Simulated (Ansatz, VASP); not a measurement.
## Na: VASP beside Ansatz

```
Na
1.0
     0.00000    2.82334    2.82334
     2.82334    0.00000    2.82334
     2.82334    2.82334    0.00000
Na
2
Direct
  0.87500 0.87500 0.87500
  0.12500 0.12500 0.12500
```

Change from the starting cell: volume scaled by 0.43, LAPW.

Alike in both runs: task single point; functional PBEsol; k mesh 9 × 9 × 9; occupations fermi-dirac, width 0.08 eV; no spin polarisation.

|  | VASP | Ansatz |
| --- | --- | --- |
| version | VASP 6.6.1 | Ansatz 0.2.0 |
| potentials or method | VASP PAW PBE potentials, release 64 (Na_pv), cutoff 520 eV | all-electron LAPW, scalar-relativistic |

```csv
,VASP,Ansatz,Ansatz less VASP
pressure (GPa),11.5,11.5,-0.02
```

Ansatz ran all-electron here, so the differences hold the error of VASP's frozen core and of both bases.

Caveats: the PAW data sets were made with another functional, which shifts forces and pressure a little (VASP).
